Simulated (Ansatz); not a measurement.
**Rock-salt LiI**

Calculation: PBE (PAW; Ansatz, a program for electronic structure).

Settings: plane-wave cutoff 500 eV, 6×6×1 k mesh (along the axes of the cell as run), gaussian smearing 0.02 eV, scalar-relativistic PAW data made under PBE.

Cell: relaxed at this level.

surface energy of the (100) face: 0.06 J/m²
ionisation potential of the slab: 6.10 eV

The slab of 8 atoms is relaxed and unreconstructed.

Spin–orbit coupling is not included.

Computed values are for the static lattice.

The result took very roughly 2.3 core-minutes.
